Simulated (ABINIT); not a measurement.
BN:

```
N B
1.0
     0.00000    1.81300    1.81300
     1.81300    0.00000    1.81300
     1.81300    1.81300    0.00000
N B
1 1
Direct
  0.25000 0.25000 0.25000
  0.00000 0.00000 0.00000
```

The cell is a database's computed one.

| Quantity | Value |
| --- | --- |
| Program | ABINIT 10.8.3 (patched build) |
| Task | single point |
| Functional | PBE |
| Potentials or basis | JTH PAW PBE v2.0 |
| Cutoff | 707 eV |
| k mesh | 13 × 13 × 13 |
| Occupations | fermi-dirac, width 0.05 eV |
| Spin | no spin polarisation |

On this cell: pressure -0.4 GPa; largest force zero by symmetry; band gap on the k mesh 4.52 eV, indirect (least direct gap 8.76 eV).

The same run follows on a disturbed copy (atoms moved at random, drawn with an rms of 0.05 Å):

```
N B
1.0
     0.00000    1.81300    1.81300
     1.81300    0.00000    1.81300
     1.81300    1.81300    0.00000
N B
1 1
Direct
  0.26768 0.26067 0.22873
  0.97937 0.02168 0.00165
```

Q: What changes?

A: The energy moves by +45.7 meV/atom; pressure 1.8 GPa; largest force 2.284 eV/Å; band gap on the k mesh 3.88 eV, indirect (least direct gap 7.77 eV).

Forces in eV/Å, atoms in the order of the input:
```
N    1.582 -0.958 -1.341
B   -1.582  0.958  1.341
```

Stress tensor (GPa, compression positive):
```
 1.57 -2.10 -2.49
-2.10  1.99  2.12
-2.49  2.12  1.77
```

Caveats: an odd mesh through Γ misses points on the zone boundary, where band edges often lie; the atomic spheres overlap (some runs).
